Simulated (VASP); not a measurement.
# In (I4/mmm) in VASP: further runs

Runs on In. Level: r2SCAN+rVV10. Tasks: relaxation of cell and atoms.

Everything below comes from runs of VASP 6.6.1. Logs are shortened: lines on timing, memory, paths and dates and some standing lists are left out, and cuts for length are marked.

**1. The crystal as given**

The structure is tetragonal, space group I4/mmm (No. 139). The conventional cell has a = 3.251 Å, b = 3.251 Å, c = 4.947 Å, α = 90.00°, β = 90.00°, γ = 90.00°. Around In (site symmetry 4/mmm) lie 12 In at 3.25 to 3.38 Å.

**2. Relaxation of cell and atoms, r2SCAN+rVV10**

Input file INCAR:

```
SYSTEM = In
ALGO = Normal ; BPARAM = 11.95
CPARAM = 0.0093 ; EDIFF = 1E-7
EDIFFG = -0.002 ; ENCUT = 520
IBRION = 2 ; ISIF = 3
ISMEAR = 0 ; IVDW_NL = 2
LASPH = .True. ; LCHARG = .False.
LMIXTAU = .True. ; LREAL = .False.
LUSE_VDW = .True. ; LWAVE = .False.
METAGGA = R2SCAN ; NELM = 60
NSW = 80 ; PREC = Accurate
SIGMA = 0.1
```

Input file KPOINTS:

```
k-points
0
Gamma
  18 18 18
  0 0 0
```

Input file POSCAR:

```
In
1.0
   -1.6254700000      1.6254700000      2.4737000000
    1.6254700000     -1.6254700000      2.4737000000
    1.6254700000      1.6254700000     -2.4737000000
In
1
Direct
    0.0000000000      0.0000000000      0.0000000000
```

Potentials or basis: VASP PAW PBE potentials, release 64 (In_d).

The run is started by

```console
cat potpaw_PBE.64/In_d/POTCAR > POTCAR
mpirun -np 1 vasp_std > vasp.out
```

OUTCAR:

```text
SYSTEM = In
   BPARAM = 11.95
   EDIFF = 1E-7
   EDIFFG = -0.002
   ENCUT = 520
   IBRION = 2
   ISIF = 3
   ISMEAR = 0
   IVDW_NL = 2
   LASPH = .True.
   LREAL = .False.
   METAGGA = R2SCAN
   NELM = 60
   NSW = 80
   PREC = Accurate

 ion  position               nearest neighbor table
   1  0.000  0.000  0.000-

  LATTYP: Found a body centered tetragonal cell.
 ALAT       =     3.2509400000
 C/A-ratio  =     1.5218367611

  Lattice vectors:

 A1 = (  -1.6254700000,   1.6254700000,   2.4737000000)
 A2 = (   1.6254700000,  -1.6254700000,   2.4737000000)
 A3 = (   1.6254700000,   1.6254700000,  -2.4737000000)

Analysis of symmetry for initial positions (statically):
=====================================================================
 Subroutine PRICEL returns:
 Original cell was already a primitive cell.

 Routine SETGRP: Setting up the symmetry group for a
 body centered tetragonal supercell.

 Subroutine GETGRP returns: Found 16 space group operations
 (whereof 16 operations were pure point group operations)
 out of a pool of 16 trial point group operations.

The static configuration has the point symmetry D_4h.

Analysis of symmetry for dynamics (positions and initial velocities):
=====================================================================
 Subroutine PRICEL returns:
 Original cell was already a primitive cell.

 Routine SETGRP: Setting up the symmetry group for a
 body centered tetragonal supercell.

 Subroutine GETGRP returns: Found 16 space group operations
 (whereof 16 operations were pure point group operations)
 out of a pool of 16 trial point group operations.

The dynamic configuration has the point symmetry D_4h.

 Subroutine INISYM returns: Found 16 space group operations
 (whereof 16 operations are pure point group operations),
 and found     1 'primitive' translations

----------------------------------------------------------------------------------------

                                     Primitive cell

  volume of cell :      26.1436

  direct lattice vectors                    reciprocal lattice vectors
    -1.625470000  1.625470000  2.473700000     0.000000000  0.307603339  0.202126369
     1.625470000 -1.625470000  2.473700000     0.307603339  0.000000000  0.202126369
     1.625470000  1.625470000 -2.473700000     0.307603339  0.307603339  0.000000000

  length of vectors
     3.376906444  3.376906444  3.376906444     0.368069129  0.368069129  0.435016814

  position of ions in fractional coordinates (direct lattice)
     0.000000000  0.000000000  0.000000000

  ion indices of the primitive-cell ions
   primitive index   ion index
                 1           1

----------------------------------------------------------------------------------------

 KPOINTS: k-points

Automatic generation of k-mesh.
 Grid dimensions read from file:
 generate k-points for:   18   18   18

 Generating k-lattice:

  Cartesian coordinates                     Fractional coordinates (reciprocal lattice)
     0.000000000  0.017089074  0.011229243     0.055555556  0.000000000 -0.000000000
     0.017089074  0.000000000  0.011229243     0.000000000  0.055555556 -0.000000000
     0.017089074  0.017089074  0.000000000     0.000000000  0.000000000  0.055555556

  Length of vectors
     0.020448285  0.020448285  0.024167601

  Shift w.r.t. Gamma in fractional coordinates (k-lattice)
     0.000000000  0.000000000  0.000000000

 Subroutine IBZKPT returns following result:
 ===========================================

 Found    480 irreducible k-points:

 Following reciprocal coordinates:
            Coordinates               Weight
  0.000000  0.000000  0.000000      1.000000
  0.055556  0.000000 -0.000000      8.000000
  0.111111  0.000000 -0.000000      8.000000
  0.166667  0.000000 -0.000000      8.000000
  0.222222  0.000000 -0.000000      8.000000
  0.277778  0.000000 -0.000000      8.000000
[... 16 lines left out ...]
 -0.277778  0.055556  0.000000     16.000000
 -0.222222  0.055556  0.000000     16.000000
 [... further k-points ...]
   k-points           NKPTS =    480   k-points in BZ     NKDIM =    480   number of bands    NBANDS=     10
   number of dos      NEDOS =    301   number of ions     NIONS =      1
   total plane-waves  NPLWV =  21952
   dimension x,y,z NGX =    28 NGY =   28 NGZ =   28
   dimension x,y,z NGXF=    56 NGYF=   56 NGZF=   56
   ions per type =               1
   NGX,Y,Z   is equivalent  to a cutoff of  13.78, 13.78, 13.78 a.u.
   NGXF,Y,Z  is equivalent  to a cutoff of  27.57, 27.57, 27.57 a.u.
 SYSTEM =  In
   PREC   = accura    normal or accurate (medium, high low for compatibility)
   ISTART =      0    job   : 0-new  1-cont  2-samecut
   ICHARG =      2    charge: 1-file 2-atom 10-const
   ISPIN  =      1    spin polarized calculation?
   LNONCOLLINEAR =      F non collinear calculations
   LSORBIT =      F    spin-orbit coupling
   LASPH  =      T    aspherical Exc in radial PAW
   ENCUT  =  520.0 eV  38.22 Ry    6.18 a.u.   6.28  6.28  6.28*2*pi/ulx,y,z
   NELM   =     60;   NELMIN=  2; NELMDL= -5     # of ELM steps
   EDIFF  = 0.1E-06   stopping-criterion for ELM
   LREAL  =      F    real-space projection
   EDIFFG = -.2E-02   stopping-criterion for IOM
   NSW    =     80    number of steps for IOM
   IBRION =      2    ionic relax: 0-MD 1-quasi-New 2-CG
   NFREE  =      1    steps in history (QN), initial steepest desc. (CG)
   ISIF   =      3    stress and relaxation
   ISYM   =      2    0-nonsym 1-usesym 2-fastsym
   POTIM  = 0.5000    time-step for ionic-motion
   TEBEG  =    0.0;   TEEND  =   0.0 temperature during run
   PSTRESS=    0.0 pullay stress
   NELECT =      13.0000    total number of electrons
   NUPDOWN=      -1.0000    fix difference up-down
   EMIN   =  10.00;   EMAX   =-10.00  energy-range for DOS
   EFERMI =   0.00;   METHOD = LEGACY
   ISMEAR =     0;   SIGMA  =   0.10  broadening in eV -4-tet -1-fermi 0-gaus
   EFERMI_NEDOS =   21; number of points for ismear=-14 and -15
   IALGO  =     38    algorithm
   IMIX   =      4    mixing-type and parameters
     AMIX     =   0.40;   BMIX     =  1.00
     AMIX_MAG =   1.60;   BMIX_MAG =  1.00
  volume/ion in A,a.u.               =      26.14       176.43
  Fermi-wavevector in a.u.,A,eV,Ry     =   1.296983  2.450943 22.887245  1.682165
  Thomas-Fermi vector in A             =   2.428405
   LORBIT       =      0    0 simple, 1 ext, 2 COOP (PROOUT), +10 PAW based schemes
   METAGGA = R2SCAN    functional components
   LHFCALC =     F    Hartree Fock is set to
   AEXX    =    0.0000 exact exchange contribution
   IVDW_NL    =     2    kernel type
   BPARAM     =11.9500
   IVDW    =     0    specifies the selected vdW correction
   LEPSILON=     F    determine dielectric tensor
   LRPA    =     F    only Hartree local field effects (RPA)
 conjugate gradient relaxation of ions
 non-spin polarized calculation
 Gauss-broadening in eV      SIGMA  =   0.10
  energy-cutoff  :      520.00
  volume of cell :       26.14
 maximum number of plane-waves:       722
 NGX is ok and might be reduce to    28

--------------------------------------- Ionic step        1  -------------------------------------------

 number of electron      13.0000006 magnetization

 Free energy of the ion-electron system (eV)
  ---------------------------------------------------
  ext. energy  EPLUGINS =         0.00000000
  ---------------------------------------------------
  free energy    TOTEN  =       -22.21921217 eV

  energy without entropy =      -22.21691814  energy(sigma->0) =      -22.21806516

------------------------ aborting loop because EDIFF is reached ----------------------------------------

  FORCE on cell =-STRESS in cart. coord.  units (eV):
  Direction    XX          YY          ZZ          XY          YZ          ZX
  --------------------------------------------------------------------------------------
  -------------------------------------------------------------------------------------
  Total       -0.1460634     -0.1460634     -0.0518404      0.0000000     -0.0000000      0.0000000
  in kB       -8.9513190     -8.9513190     -3.1769769      0.0000000     -0.0000000      0.0000000
  external PRESSURE =      -7.0265383 kB  Pullay stress =       0.0000000 kB
[... 86 lines left out ...]
  FREE ENERGIE OF THE ION-ELECTRON SYSTEM (eV)
  ---------------------------------------------------
  free  energy   TOTEN  =       -22.2205688738 eV

  energy  without entropy=      -22.2186139561  energy(sigma->0) =      -22.21959141

[... ionic steps 4 to 7 ...]

--------------------------------------- Ionic step        8  -------------------------------------------

 number of electron      13.0000002 magnetization

------------------------ aborting loop because EDIFF is reached ----------------------------------------

  FORCE on cell =-STRESS in cart. coord.  units (eV):
  Direction    XX          YY          ZZ          XY          YZ          ZX
  --------------------------------------------------------------------------------------
  -------------------------------------------------------------------------------------
  Total        0.0003017      0.0003017      0.0030892      0.0000000     -0.0000000      0.0000000
  in kB        0.0188013      0.0188013      0.1925401      0.0000000     -0.0000000      0.0000000
  external PRESSURE =       0.0767142 kB  Pullay stress =       0.0000000 kB
[... 55 lines left out ...]
  energy  without entropy=      -22.2204062549  energy(sigma->0) =      -22.22112278

--------------------------------------- Ionic step       10  -------------------------------------------

 number of electron      13.0000002 magnetization

 Free energy of the ion-electron system (eV)
  ---------------------------------------------------
  ext. energy  EPLUGINS =         0.00000000
  ---------------------------------------------------
  free energy    TOTEN  =       -22.22183973 eV

  energy without entropy =      -22.22040253  energy(sigma->0) =      -22.22112113

 E-fermi :   7.6672     XC(G=0): -11.1996

 val. band max:        7.6436667286   @ k =  -0.2778   0.2778   0.2778
 cond. band min:       7.7327273222   @ k =   0.5000   0.2222   0.0556
 fundamental gap:      0.0890605936
 Fermi energy:         7.6672274428

 k-point     1 :       0.0000    0.0000    0.0000
  band No.  band energies     occupation
      1      -7.6729      2.00000
      2      -7.5057      2.00000
      3      -7.5057      2.00000
      4      -7.4621      2.00000
      5      -7.2942      2.00000
      6      -2.5074      2.00000
      7      18.9847      0.00000
      8      18.9847      0.00000
      9      19.2698      0.00000
     10      19.9346      0.00000
[... 287 lines left out ...]
 k-point    24 :      -0.2222    0.0556    0.0000
  band No.  band energies     occupation
      1      -7.6033      2.00000
      2      -7.5492      2.00000
      3      -7.4579      2.00000
      4      -7.3924      2.00000
      5      -7.3237      2.00000
      6      -1.4292      2.00000
      7      12.6692      0.00000
      8      16.5305      0.00000
      9      18.0067      0.00000
     10      20.3394      0.00000

 [... further k-points ...]

------------------------ aborting loop because EDIFF is reached ----------------------------------------

  FORCE on cell =-STRESS in cart. coord.  units (eV):
  Direction    XX          YY          ZZ          XY          YZ          ZX
  --------------------------------------------------------------------------------------
  -------------------------------------------------------------------------------------
  Total       -0.0011154     -0.0011154     -0.0012202      0.0000000      0.0000000      0.0000000
  in kB       -0.0695054     -0.0695054     -0.0760378      0.0000000      0.0000000      0.0000000
  external PRESSURE =      -0.0716829 kB  Pullay stress =       0.0000000 kB
[... 16 lines left out ...]
  FREE ENERGIE OF THE ION-ELECTRON SYSTEM (eV)
  ---------------------------------------------------
  free  energy   TOTEN  =       -22.2218397308 eV

  energy  without entropy=      -22.2204025267  energy(sigma->0) =      -22.22112113

 reached required accuracy - stopping structural energy minimisation
```

It took 35 min on 1 thread of Intel Xeon 6975P-C (Granite Rapids), shared host; peak memory 0.4 GiB.

Results:

| Quantity | Value |
| --- | --- |
| Free energy | -22.2218 eV |
| Relaxed volume | 25.71 Å³/atom |
| Relaxed cell | a = 3.379 Å, b = 3.379 Å, c = 3.379 Å, α = 123.43°, β = 123.43°, γ = 84.16° |
| Space group after relaxing (to 0.05 Å) | I4/mmm (No. 139) |
| Energy gained by relaxing | 2.6 meV/atom |
| Ionic steps | 10 |
| Pressure after relaxing | 0.0 GPa |
| Band gap on the k mesh | none (metal or under the smearing width) |

The path:
```
step  energy change (eV)  largest force (eV/Å)  pressure (GPa)  volume (Å³)
   1              0.0000                0.0000           -0.70        26.14
   2             -0.0013                0.0000           -0.01        25.71
   3             -0.0014                0.0000            0.14        25.63
   4             -0.0019                0.0000            0.18        25.60
   5             -0.0023                0.0000            0.39        25.51
   6             -0.0025                0.0000            0.29        25.55
   7             -0.0026                0.0000           -0.13        25.78
   8             -0.0026                0.0000            0.01        25.71
   9             -0.0026                0.0000           -0.01        25.71
  10             -0.0026                0.0000           -0.01        25.71
```

Final structure:
```
CELL_PARAMETERS angstrom
-1.60105 1.60105 2.50753
1.60105 -1.60105 2.50753
1.60105 1.60105 -2.50753
ATOMIC_POSITIONS crystal
In 0.00000 0.00000 0.00000
```

Caveat: the PAW data sets were made with another functional, which shifts forces and pressure a little.

**3. Relaxation of cell and atoms, r2SCAN+rVV10**

This run uses another cell than the first one, of 25.71 Å³/atom, 0.983 times its volume.

INCAR is that of step 2.

KPOINTS is that of step 2.

Input file POSCAR:

```
In                                      
1.0
   -1.6010488100      1.6010488100      2.5075345701
    1.6010488100     -1.6010488100      2.5075345701
    1.6010488100      1.6010488100     -2.5075345701
  In            
     1
Direct
     0.0000000000000000    0.0000000000000000    0.0000000000000000
```

Potentials or basis: VASP PAW PBE potentials, release 64 (In_d).

The run is started by

```console
cat potpaw_PBE.64/In_d/POTCAR > POTCAR
mpirun -np 1 vasp_std > vasp.out
```

Run time: 12 min. Hardware: 1 thread of Intel Xeon 6975P-C (Granite Rapids), shared host; peak memory 0.38 GiB.

Results (log left out):

```
Free energy                            : -22.2216 eV
Relaxed volume                         : 25.70 Å³/atom
Relaxed cell                           : a = 3.378 Å, b = 3.378 Å, c = 3.378 Å, α = 123.43°, β = 123.43°, γ = 84.16°
Space group after relaxing (to 0.05 Å) : I4/mmm (No. 139)
Energy gained by relaxing              : 0.0 meV/atom
Ionic steps                            : 3
Pressure after relaxing                : 0.0 GPa
Band gap on the k mesh                 : none (metal or under the smearing width)
```

Final structure:
```xyz
1
Lattice="-1.6009 1.6009 2.5073 1.6009 -1.6009 2.5073 1.6009 1.6009 -2.5073" Properties=species:S:1:pos:R:3 pbc="T T T"
In    0.0000    0.0000    0.0000
```

Levels at points of the mesh, in eV from the Fermi level:
```csv
k point,band 3,band 4,band 5,band 6,band 7,band 8,band 9,band 10
"(0.00, 0.00, 0.00)",-15.17,-15.13,-14.96,-10.18,11.32,11.32,11.61,12.27
"(0.50, 0.00, 0.00)",-15.15,-14.90,-14.84,-4.46,-3.67,7.65,10.17,11.60
"(0.50, 0.50, 0.00)",-14.89,-14.89,-14.75,-2.14,-1.32,3.49,4.22,7.53
"(0.50, 0.50, 0.50)",-14.86,-14.84,-14.84,-3.29,-3.14,5.33,5.33,8.75
```

Caveat: the PAW data sets were made with another functional, which shifts forces and pressure a little.
